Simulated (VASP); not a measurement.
Input and output of a VASP r²SCAN single-point calculation on Si (strained diamond)

INCAR

```
METAGGA = R2SCAN
ALGO = Normal
LWAVE = .FALSE.
EDIFF = 1E-7
LELF = .TRUE.
LREAL = .FALSE.
ISIF = 2
SIGMA = 0.02
LCHARG = .TRUE.
LASPH = .TRUE.
ISMEAR = -1
IBRION = -1
PREC = Accurate
NSW = 0
NBANDS = 11
NELM = 120
ENCUT = 520
```

KPOINTS

```
KPOINTS created by Atomic Simulation Environment
0
Gamma
8 8 8
0 0 0
```

KPOINTS_OPT

```
special points
7
Reciprocal
0.0000000000 0.0000000000 0.0000000000 1
0.5000000000 0.0000000000 0.5000000000 1
0.6250000000 0.2500000000 0.6250000000 1
0.3750000000 0.3750000000 0.7500000000 1
0.5000000000 0.5000000000 0.5000000000 1
0.5000000000 0.2500000000 0.7500000000 1
0.4114580000 0.4114580000 0.0000000000 1
```

POSCAR

```
Si
 1.0000000000000000
     0.0000000000000000    2.8037824625000001    2.6618909388000001
     2.8037824625000001    0.0000000000000000    2.6618909388000001
     2.8037824625000001    2.8037824625000001    0.0000000000000000
 Si
   2
Cartesian
  0.0000000000000000  0.0000000000000000  0.0000000000000000
  1.4018912312500000  1.4018912312500000  1.3309454694000002
```

VASP ran with the recommended PBE PAW datasets (8 valence electrons in the cell).

Command

```
mpirun -np 1 vasp_std
```

OSZICAR

```
N       E                     dE             d eps       ncg     rms          rms(c)
DAV:   1    -0.641611454979E+00   -0.64161E+00   -0.32379E+03  1298   0.575E+02
DAV:   2    -0.181066527618E+02   -0.17465E+02   -0.16599E+02  1655   0.857E+01
DAV:   3    -0.186723299994E+02   -0.56568E+00   -0.56421E+00  1634   0.131E+01
DAV:   4    -0.186765613129E+02   -0.42313E-02   -0.42307E-02  1589   0.143E+00
DAV:   5    -0.186766016515E+02   -0.40339E-04   -0.40338E-04  1610   0.132E-01    0.572E+00
DAV:   6    -0.175048960269E+02    0.11717E+01   -0.12414E-01  1474   0.207E+00    0.390E+00
DAV:   7    -0.175060265675E+02   -0.11305E-02   -0.13228E-01  1411   0.177E+00    0.288E-01
DAV:   8    -0.175052701286E+02    0.75644E-03   -0.53807E-03  1442   0.404E-01    0.384E-01
DAV:   9    -0.175053787052E+02   -0.10858E-03   -0.34832E-04  1578   0.145E-01    0.608E-02
DAV:  10    -0.175053987912E+02   -0.20086E-04   -0.98543E-06  1516   0.243E-02    0.173E-02
DAV:  11    -0.175054009422E+02   -0.21509E-05   -0.16311E-06  1498   0.826E-03    0.315E-03
DAV:  12    -0.175054010774E+02   -0.13520E-06   -0.93842E-08  1094   0.183E-03    0.569E-04
DAV:  13    -0.175054009060E+02    0.17131E-06   -0.69058E-09   838   0.600E-04    0.164E-04
DAV:  14    -0.175054008322E+02    0.73797E-07   -0.11507E-09   772   0.263E-04
   1 F= -.17505401E+02 E0= -.17505400E+02  d E =-.753974E-06
       N       E                     dE             ncg
DAV:   1     0.973364482664E+03   -0.14853E+04      154
DAV:   2     0.847597218125E+03   -0.12577E+03      221
DAV:   3     0.844186904475E+03   -0.34103E+01      211
DAV:   4     0.844170367803E+03   -0.16537E-01      208
DAV:   5     0.844170262704E+03   -0.10510E-03      200
DAV:   6     0.844170261409E+03   -0.12947E-05      205
DAV:   7     0.844170261390E+03   -0.18966E-07      195
```

From OUTCAR

```
k-points           NKPTS =     59   k-points in BZ     NKDIM =     59   number of bands    NBANDS=     11

   NELECT =       8.0000    total number of electrons

   dimension x,y,z NGX =    30 NGY =   30 NGZ =   30
   dimension x,y,z NGXF=    60 NGYF=   60 NGZF=   60

  energy-cutoff  :      520.00
  volume of cell :       41.85
      direct lattice vectors                 reciprocal lattice vectors
     0.000000000  2.803782463  2.661890939    -0.178330526  0.178330526  0.187836396
     2.803782463  0.000000000  2.661890939     0.178330526 -0.178330526  0.187836396
     2.803782463  2.803782463  0.000000000     0.178330526  0.178330526 -0.187836396

 k-points in reciprocal lattice and weights: KPOINTS created by Atomic Simulation Env
   0.00000000  0.00000000  0.00000000       0.002
   0.12500000 -0.00000000  0.00000000       0.016
   0.25000000 -0.00000000  0.00000000       0.016
   0.37500000 -0.00000000  0.00000000       0.016
   0.50000000 -0.00000000  0.00000000       0.008
   0.12500000  0.12500000  0.00000000       0.004
   0.25000000  0.12500000  0.00000000       0.016
   0.37500000  0.12500000  0.00000000       0.016
   ...

 E-fermi :   5.6940

 k-point     1 :       0.0000    0.0000    0.0000
  band No.  band energies     occupation
      1      -6.9155      2.00000
      2       5.1830      2.00000
      3       5.1830      2.00000
      4       5.5437      1.99891
      5       7.9046      0.00000
      6       8.1234      0.00000
      7       8.1234      0.00000
      8       8.7168      0.00000
      9      12.9417      0.00000
     10      13.8039      0.00000
     11      13.8381      0.00000

 k-point     2 :       0.1250   -0.0000    0.0000
  band No.  band energies     occupation
      1      -6.7083      2.00000
      2       3.6729      2.00000
      3       4.8692      2.00000
      4       5.1625      2.00000
      5       7.9204      0.00000
      6       8.4607      0.00000
      7       8.5349      0.00000
      8      10.1366      0.00000
      9      12.5869      0.00000
     10      13.2735      0.00000
     11      14.5780      0.00000

 k-point     3 :       0.2500   -0.0000    0.0000
  band No.  band energies     occupation
      1      -6.1049      2.00000
      2       1.3145      2.00000
      3       4.3410      2.00000
      4       4.7156      2.00000
      5       7.4473      0.00000
      6       8.9600      0.00000
      7       9.1162      0.00000
      8      12.4068      0.00000
      9      12.8231      0.00000
     10      13.0425      0.00000
     11      14.9242      0.00000

 k-point     4 :       0.3750   -0.0000    0.0000
  band No.  band energies     occupation
      1      -5.2045      2.00000
      2      -0.7319      2.00000
      3       3.9627      2.00000
      4       4.4121      2.00000
      5       7.0643      0.00000
      6       8.8371      0.00000
      7       9.2545      0.00000
      8      13.7087      0.00000
      9      14.0738      0.00000
     10      14.4741      0.00000
     11      15.4822      0.00000

 k-point     5 :       0.5000   -0.0000    0.0000
  band No.  band energies     occupation
      1      -4.5721      2.00000
      2      -1.7559      2.00000
      3       3.8309      2.00000
      4       4.3094      2.00000
      5       6.9263      0.00000
      6       8.7174      0.00000
      7       9.1989      0.00000
      8      13.5924      0.00000
      9      15.9921      0.00000
     10      16.4674      0.00000
     11      16.6642      0.00000

 k-point     6 :       0.1250    0.1250    0.0000
  band No.  band energies     occupation
      1      -6.6219      2.00000
      2       4.1320      2.00000
      3       4.3521      2.00000
      4       4.3521      2.00000
      5       7.3161      0.00000
      6       9.2712      0.00000
      7       9.2712      0.00000
      8       9.8220      0.00000
      9      12.8073      0.00000
     10      13.2752      0.00000
     11      14.9817      0.00000

 k-point     7 :       0.2500    0.1250    0.0000
  band No.  band energies     occupation
      1      -6.1312      2.00000
      2       2.0239      2.00000
      3       3.7958      2.00000
      4       4.1386      2.00000
      5       7.4066      0.00000
      6       9.2148      0.00000
      7       9.9732      0.00000
      8      10.5566      0.00000
      9      13.4528      0.00000
     10      13.6794      0.00000
     11      15.8677      0.00000

 k-point     8 :       0.3750    0.1250    0.0000
  band No.  band energies     occupation
      1      -5.2975      2.00000
      2      -0.1045      2.00000
      3       3.4781      2.00000
      4       3.6450      2.00000
      5       7.5331      0.00000
      6       9.4232      0.00000
      7       9.8611      0.00000
      8      10.9139      0.00000
      9      15.1807      0.00000
     10      15.1861      0.00000
     11      15.9176      0.00000

 k-point     9 :       0.5000    0.1250    0.0000
  band No.  band energies     occupation
      1      -4.4543      2.00000
      2      -1.5561      2.00000
      3       3.2390      2.00000
      4       3.4668      2.00000
      5       7.4433      0.00000
      6       9.4172      0.00000
      7       9.4988      0.00000
      8      12.6321      0.00000
      9      14.8562      0.00000
     10      16.5015      0.00000
     11      17.6313      0.00000

 k-point    10 :      -0.3750    0.1250    0.0000
  band No.  band energies     occupation
      1      -4.7476      2.00000
      2      -1.1233      2.00000
      3       3.0579      2.00000
      4       3.7532      2.00000
      5       7.5878      0.00000
      6       9.3089      0.00000
      7       9.4907      0.00000
      8      13.7467      0.00000
      9      13.9265      0.00000
     10      14.7893      0.00000
     11      16.9506      0.00000

 k-point    11 :      -0.2500    0.1250    0.0000
  band No.  band energies     occupation
      1      -5.6767      2.00000
      2       0.6495      2.00000
      3       3.1904      2.00000
      4       4.2682      2.00000
      5       7.9775      0.00000
      6       9.1871      0.00000
      7       9.6413      0.00000
      8      12.0421      0.00000
      9      12.1185      0.00000
     10      15.2462      0.00000
     11      16.0544      0.00000

 k-point    12 :      -0.1250    0.1250    0.0000
  band No.  band energies     occupation
      1      -6.3830      2.00000
      2       2.5700      2.00000
      3       3.8756      2.00000
      4       4.8044      2.00000
      5       8.2981      0.00000
      6       8.6848      0.00000
      7       9.1224      0.00000
      8      11.1485      0.00000
      9      11.8134      0.00000
     10      13.4505      0.00000
     11      15.6110      0.00000

 k-point    13 :       0.2500    0.2500    0.0000
  band No.  band energies     occupation
      1      -5.7538      2.00000
      2       1.9031      2.00000
      3       3.1957      2.00000
      4       3.1957      2.00000
      5       6.3810      0.00000
      6       8.8091      0.00000
      7      11.3552      0.00000
      8      11.3552      0.00000
      9      13.9691      0.00000
     10      14.2734      0.00000
     11      17.5719      0.00000

 k-point    14 :       0.3750    0.2500    0.0000
  band No.  band energies     occupation
      1      -5.0090      2.00000
      2       0.3387      2.00000
      3       2.5959      2.00000
      4       2.8410      2.00000
      5       6.6058      0.00000
      6       8.3644      0.00000
      7      11.6707      0.00000
      8      11.7690      0.00000
      9      15.6337      0.00000
     10      16.0520      0.00000
     11      17.6740      0.00000

 k-point    15 :       0.5000    0.2500    0.0000
  band No.  band energies     occupation
      1      -4.0815      2.00000
      2      -1.1910      2.00000
      3       1.8961      2.00000
      4       2.8149      2.00000
      5       6.8351      0.00000
      6       9.6624      0.00000
      7      11.3874      0.00000
      8      11.4465      0.00000
      9      16.1224      0.00000
     10      16.4338      0.00000
     11      18.1447      0.00000

 k-point    16 :      -0.3750    0.2500    0.0000
  band No.  band energies     occupation
      1      -3.9825      2.00000
      2      -1.3694      2.00000
      3       1.4972      2.00000
      4       3.1182      2.00000
      5       7.1149      0.00000
      6      10.9964      0.00000
      7      11.2033      0.00000
      8      12.1139      0.00000
      9      13.7295      0.00000
     10      13.7860      0.00000
     11      18.9887      0.00000

 ...

  Total       -1.3767012     -1.3767012     -0.0510662      0.0000000     -0.0000000      0.0000000
  in kB      -52.7037361    -52.7037361     -1.9549476      0.0000000     -0.0000000      0.0000000
  external PRESSURE =     -35.7874733 kB  Pullay stress =       0.0000000 kB

 POSITION                                       TOTAL-FORCE (eV/Angst)
 -----------------------------------------------------------------------------------
      0.00000      0.00000      0.00000         0.000000      0.000000      0.000000
      1.40189      1.40189      1.33095        -0.000000     -0.000000      0.000000
 -----------------------------------------------------------------------------------
    total drift:                               -0.000000     -0.000000     -0.000000

  FREE ENERGIE OF THE ION-ELECTRON SYSTEM (eV)
  ---------------------------------------------------
  free  energy   TOTEN  =       -17.5054008322 eV

  energy  without entropy=      -17.5054000783  energy(sigma->0) =      -17.50540046
```

| Quantity | Value |
| --- | --- |
| gap between bands v and c | 0.28 eV |
| least direct gap | 2.36 eV |
| pressure | -3.6 GPa |

Band v is the last that the valence electrons fill when counted band by band, and c is the next.

The run took about 1.7 min on one core of a shared host (Intel Xeon Platinum 8488C) and held 0.17 GiB at most.
